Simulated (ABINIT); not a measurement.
Runs of ABINIT 10.8.3 (patched build) on Ca. The structure is cubic, space group Fm-3m (No. 225). The conventional cell has a = 5.588 Å, b = 5.588 Å, c = 5.588 Å, α = 90.00°, β = 90.00°, γ = 90.00°. Around Ca (site symmetry m-3m) lie 12 Ca at 3.95 Å. 

| task | level | potentials or basis | cell | k mesh | cutoff (eV) | smearing | cell freedom (optcell) | optimiser (ionmov) | cutoff smearing ecutsm (Ha) | force stop (Ha/bohr) | bands in the sums | gap on the mesh (eV) | pressure (GPa) | relaxed volume (Å³/atom) |
| --- | --- | --- | --- | --- | --- | --- | --- | --- | --- | --- | --- | --- | --- | --- |
| relaxation of cell and atoms | PBE | PseudoDojo NC SR PBE v0.4.1 standard | relaxed | 6 × 6 × 6 | 925 | fermi-dirac 0.05 eV | 2 | 2 | 0.5 | 2e-05 | - | none | 0.0 | (a) |
| single point | PBE | PseudoDojo NC SR PBE v0.4.1 standard | cell relaxed | 6 × 6 × 6 | 925 | fermi-dirac 0.05 eV | - | - | - | - | - | none | 0.0 | - |
| single point | PBEsol | PseudoDojo NC SR PBEsol v0.4.1 standard | cell relaxed | 6 × 6 × 6 | 925 | fermi-dirac 0.05 eV | - | - | - | - | - | none | 0.0 | - |
| relaxation of cell and atoms | PBEsol | PseudoDojo NC SR PBEsol v0.4.1 standard | relaxed | 6 × 6 × 6 | 925 | fermi-dirac 0.05 eV | 2 | 2 | 0.5 | 2e-05 | - | none | 0.0 | 40.36 |
| phonons at a zone-boundary q | PBE | PseudoDojo NC SR PBE v0.4.1 standard | cell relaxed at zero pressure by an earlier run | 8 × 8 × 8 | 925 | gaussian 0.136 eV | - | - | 0.5 | - | - | none | 0.1 | - |
| phonons at a zone-boundary q | PBEsol | PseudoDojo NC SR PBEsol v0.4.1 standard | cell relaxed at zero pressure by an earlier run | 8 × 8 × 8 | 925 | gaussian 0.2 eV | - | - | 0.5 | - | - | none | 0.1 | - |
| single point | LDA | PseudoDojo NC SR LDA v0.4.1 standard | as given | 6 × 6 × 6 | 735 | fermi-dirac 0.05 eV | - | - | - | - | - | none | - | - |

Alike in all rows: no spin polarisation.

Task: Estimate the missing entries.

Result: (a) 41.96.

A gap of «none» marks a metal or a gap under the smearing width.
